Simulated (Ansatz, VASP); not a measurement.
**Two plane-wave programs on TaSi2**

INCAR

```
ALGO = Normal
EDIFF = 1E-6
ENCUT = 520
GGA = PS
ISIF = 2
ISMEAR = 0
LASPH = T
LCHARG = F
LREAL = F
LWAVE = F
NBANDS = 38
NELM = 60
PREC = Accurate
SIGMA = 0.1
```

File KPOINTS:

```
k-points
0
Gamma
  6 6 4
```

File POSCAR:

```
TaSi2
1.0
    4.7839004637      0.0000000000      0.0000000000
   -2.3919502318      4.1429793307      0.0000000000
    0.0000000000      0.0000000000      6.5700000000
Ta Si
3 6
Direct
    0.5000000000      0.0000000000      0.0000000000
    0.5000000000      0.5000000000      0.6666666667
    0.0000000000      0.5000000000      0.3333333333
    0.1589700000      0.3179400000      0.0000000000
    0.8410300000      0.1589700000      0.6666666667
    0.6820600000      0.8410300000      0.3333333333
    0.8410300000      0.6820600000      0.0000000000
    0.1589700000      0.8410300000      0.6666666667
    0.3179400000      0.1589700000      0.3333333333
```

Input for Ansatz:

```yaml
crystal:
  lattice:
    - [4.7839004637, 0.0, 0.0]
    - [-2.3919502318, 4.1429793307, 0.0]
    - [0.0, 0.0, 6.57]
  atoms:
    - { symbol: Ta, position: [0.5, 0.0, 0.0] }
    - { symbol: Ta, position: [0.5, 0.5, 0.6666666667] }
    - { symbol: Ta, position: [0.0, 0.5, 0.3333333333] }
    - { symbol: Si, position: [0.15897, 0.31794, 0.0] }
    - { symbol: Si, position: [0.84103, 0.15897, 0.6666666667] }
    - { symbol: Si, position: [0.68206, 0.84103, 0.3333333333] }
    - { symbol: Si, position: [0.84103, 0.68206, 0.0] }
    - { symbol: Si, position: [0.15897, 0.84103, 0.6666666667] }
    - { symbol: Si, position: [0.31794, 0.15897, 0.3333333333] }
basis:
  ecutwfc: 420
kpoints:
  mp_grid: { grid: [6, 6, 4] }
hamiltonian:
  xc: pbesol
scf:
  occupations: { method: gaussian, width: 0.1 }
output:
  forces: true
  stress: true
  eigenvalues: true
```

Alike in both runs: task single point; functional PBEsol; k mesh 6 × 6 × 4; occupations gaussian, width 0.1 eV; no spin polarisation.

|  | VASP | Ansatz |
| --- | --- | --- |
| version | VASP 6.6.1 | Ansatz 0.2.0 |
| potentials or method | VASP PAW PBE potentials, release 64 (Ta_pv, Si) | scalar-relativistic, plane waves, PAW |
| plane-wave cutoff (eV) | 520 | 420 |
| valence electrons in the cell | 57 | 63 |

|  | VASP | Ansatz | Ansatz less VASP |
| --- | --- | --- | --- |
| gap on the k mesh at the Fermi level (eV) | none | none | - |
| pressure (GPa) | -1.9 | -2.2 | -0.30 |
| largest component of the traceless stress (GPa) | 0.69 | 0.63 | -0.062 |
| rms of the force components (eV/Å) | 0.026 | 0.027 | +0.0010 |

Atom by atom the forces differ by 0.001 eV/Å (rms over components). A gap of «none» marks a metal or a gap that the smearing closes. The two sets of potentials don't hold the same shells in valence.

Caveats: the PAW data sets were made with another functional, which shifts forces and pressure a little (VASP). Spin-orbit coupling is left out, which matters for the levels of Ta.
